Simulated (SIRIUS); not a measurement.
Here is a SIRIUS 7.10.0 calculation.

File sirius.json:

```json
{
  "control": {
    "processing_unit": "cpu",
    "verbosity": 2,
    "num_bands_to_print": 22,
    "print_forces": true,
    "print_stress": true
  },
  "parameters": {
    "electronic_structure_method": "pseudopotential",
    "xc_functionals": ["XC_GGA_X_PBE_SOL", "XC_GGA_C_PBE_SOL"],
    "gk_cutoff": 8.4,
    "pw_cutoff": 16.8,
    "ngridk": [7, 7, 3],
    "shiftk": [0, 0, 0],
    "smearing": "fermi_dirac",
    "smearing_width": 0.0018374661,
    "num_bands": 22,
    "num_mag_dims": 0,
    "num_dft_iter": 100,
    "energy_tol": 1e-08,
    "density_tol": 1e-06
  },
  "iterative_solver": {
    "type": "davidson",
    "min_tolerance": 1e-09,
    "tolerance_scale": [0.1, 0.25]
  },
  "mixer": {
    "type": "anderson",
    "beta": 0.7,
    "max_history": 8
  },
  "settings": {
    "tol_ne": 1e-10,
    "pseudo_grid_cutoff": 6.5
  },
  "unit_cell": {
    "lattice_vectors": [
      [6.869220603429, -4.525931863001, 0.0],
      [6.869220603429, 4.525931863001, 0.0],
      [0.0, 0.0, 18.506919417955]
    ],
    "atom_coordinate_units": "lattice",
    "atom_types": ["I"],
    "atom_files": {
      "I": "I.json"
    },
    "atoms": {
      "I": [
        [0.653494, 0.346753, 0.382953],
        [0.152343, 0.84035, 0.113614],
        [0.366745, 0.645168, 0.615472],
        [0.846263, 0.1537, 0.88219]
      ]
    }
  }
}
```

Potentials or basis: PseudoDojo 0.4.1 PBEsol standard (scalar relativistic).

Command:

```sh
$ upf_to_json I.upf
$ OMP_NUM_THREADS=1 sirius.scf --input=sirius.json --output=out.json --task=0
```

Question: Estimate the largest force.

Answer: 0.887 eV/Å.

Question: Predict the pressure.

Answer: -0.1 GPa.

Forces on the atoms (eV/Å):
```
I   -0.004 -0.430 -0.776
I    0.009 -0.174  0.534
I   -0.012  0.415  0.765
I    0.006  0.189 -0.523
```
